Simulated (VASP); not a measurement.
Input of a VASP 6.6.1 run:

Contents of INCAR:

```
SYSTEM = SiNi2
PREC = Accurate
ENCUT = 600
EDIFF = 1E-7
ISMEAR = -1
SIGMA = 0.05
LREAL = .False.
LASPH = .True.
NELM = 120
ALGO = Fast
ISIF = 3
LWAVE = .False.
LCHARG = .False.
ISPIN = 2
MAGMOM = 1 1 1 1 0 0
LORBIT = 11
LMAXMIX = 4
GGA = PE
IBRION = 2
NSW = 40
EDIFFG = -0.02
PSTRESS = 50
```

File KPOINTS:

```
regular mesh
0
Gamma
  6 6 5
  0 0 0
```

POSCAR

```
SiNi2
1.0
    3.8360000000      0.0000000000      0.0000000000
   -1.9180000000      3.3220734489      0.0000000000
    0.0000000000      0.0000000000      4.9480000000
Ni Si
4 2
Direct
    0.6666666667      0.3333333333      0.7500000000
    0.3333333333      0.6666666667      0.2500000000
    0.0000000000      0.0000000000      0.5000000000
    0.0000000000      0.0000000000      0.0000000000
    0.6666666667      0.3333333333      0.2500000000
    0.3333333333      0.6666666667      0.7500000000
```

Potentials or basis: VASP PAW PBE potentials, release 64 (Ni, Si).

The run is started by

```console
$ cat potpaw_PBE.64/Ni/POTCAR potpaw_PBE.64/Si/POTCAR > POTCAR
$ mpirun -np 1 vasp_std > vasp.out
```

(1) Predict the relaxed cell.

(2) Predict the space group after relaxing (to 0.05 Å).

## Answers

(1) a = 3.887 Å, b = 3.887 Å, c = 4.939 Å, α = 90.00°, β = 90.00°, γ = 120.00°.

(2) P6_3/mmc (No. 194).
